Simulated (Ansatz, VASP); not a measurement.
# HgTe in VASP and in Ansatz

INCAR

```
ALGO = Normal
EDIFF = 1E-6
ENCUT = 520
GGA = PS
ISIF = 2
ISMEAR = -1
LASPH = T
LCHARG = F
LREAL = F
LWAVE = F
NBANDS = 16
NELM = 80
PREC = Accurate
SIGMA = 0.05
```

File KPOINTS:

```
k-points
0
Gamma
  9 9 9
```

The input POSCAR:

```
HgTe
1.0
    0.0000000000      3.2342093810      3.2342093810
    3.2342093810      0.0000000000      3.2342093810
    3.2342093810      3.2342093810      0.0000000000
Hg Te
1 1
Direct
    0.0000000000      0.0000000000      0.0000000000
    0.7500000000      0.7500000000      0.7500000000
```

Input for Ansatz:

```yaml
crystal:
  lattice:
    - [0.0, 3.234209381, 3.234209381]
    - [3.234209381, 0.0, 3.234209381]
    - [3.234209381, 3.234209381, 0.0]
  atoms:
    - { symbol: Hg, position: [0.0, 0.0, 0.0] }
    - { symbol: Te, position: [0.75, 0.75, 0.75] }
kpoints:
  mp_grid: { grid: [9, 9, 9] }
  band_path:
    path:
      - [0.0, 0.0, 0.0]
      - [-0.5, -0.5, 0.0]
      - [-0.375, -0.375, 0.25]
      - [-0.375, 0.0, 0.375]
      - [0.0, 0.0, 0.0]
      - [0.0, 0.0, 0.5]
      - [-0.5, -0.25, 0.25]
      - [-0.5, -0.5, 0.0]
    npoints: 5
scf:
  occupations: { method: fermi_dirac, width: 0.05 }
hamiltonian:
  xc: pbesol
  pseudopotentials: { kind: all_electron, lapw: { basis_error: 0.0005 } }
output:
  forces: true
  stress: true
  eigenvalues: true
```

Change from the starting cell: volume scaled by 1.01.

Alike in both runs: task single point; functional PBEsol; k mesh 9 × 9 × 9; occupations fermi-dirac, width 0.05 eV; no spin polarisation.

```csv
,VASP,Ansatz
version,VASP 6.6.1,Ansatz 0.2.0
potentials or method,"VASP PAW PBE potentials, release 64 (Hg, Te)","all-electron LAPW, scalar-relativistic"
plane-wave cutoff (eV),520,see its input
```

Ansatz gave:

| Quantity | Value |
| --- | --- |
| pressure (GPa) | 0.9 |

Problem. What did VASP give for the same quantities?

Solution. Pressure (GPa): 1.0.

Ansatz ran all-electron here, so the differences hold the error of VASP's frozen core and of both bases.

Caveats: the PAW data sets were made with another functional, which shifts forces and pressure a little (VASP). Spin-orbit coupling is left out, which matters for the levels of Hg, Te.
